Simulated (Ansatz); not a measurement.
# InP: the cost of one run

Program: Ansatz 0.2.0. Level of theory: DFT PBEsol, scalar-relativistic, plane waves, PAW. These are calculated values, not measurements.

The COD entry's cell or inner coordinates are ideal or old and differ from later refinements, so a difference from it is no clean test against experiment.

## (1) The system as given

The structure is cubic, space group F-43m (No. 216). The conventional cell has a = 5.861 Å, b = 5.861 Å, c = 5.861 Å, α = 90.00°, β = 90.00°, γ = 90.00°. Around In (site symmetry -43m) lie 4 P at 2.54 Å. P (site symmetry -43m) is surrounded by 4 In at 2.54 Å.

Structure file:

```
In P
1.0
     0.00000    2.93050    2.93050
     2.93050    0.00000    2.93050
     2.93050    2.93050    0.00000
In P
1 1
Direct
  0.00000 0.00000 0.00000
  0.75000 0.75000 0.75000
```

Source of the structure: the Crystallography Open Database.

(A quick probe on a coarse mesh, which set the mesh and smearing, is not shown.)

## (3) Relaxing cell and atoms

File input.yaml:

```yaml
crystal:
  lattice:
    - [0.0, 2.9305, 2.9305]
    - [2.9305, 0.0, 2.9305]
    - [2.9305, 2.9305, 0.0]
  atoms:
    - { symbol: In, position: [0.0, 0.0, 0.0] }
    - { symbol: P, position: [0.75, 0.75, 0.75] }
basis:
  ecutwfc: 420
kpoints:
  mp_grid: { grid: [8, 8, 8] }
hamiltonian:
  xc: pbesol
  pseudopotentials: { kind: paw, azcp: { folder: soft_1 } }
scf:
  occupations: { method: gaussian, width: 0.02 }
output:
  forces: true
  stress: true
  eigenvalues: true
  write_density: true
  write_potential: true
  elf: true
  volumetric_format: npy
relax:
  adjacent_minimum: "off"
  f_tol: 0.005
  max_steps: 80
  cell: { stress_tol: 0.05 }
```

On the command line:

```sh
ansatz run input.yaml --threads 4 --pin off --max-ram 8192MiB --backend cpu --events-out ev --progress --plain --runs-dir out
```

**Question.** How long does this run take on 4 threads of Intel Xeon 6975P-C (Granite Rapids), shared host, and how much memory does it need?

About 2.2 s, with a peak of 0.41 GiB.
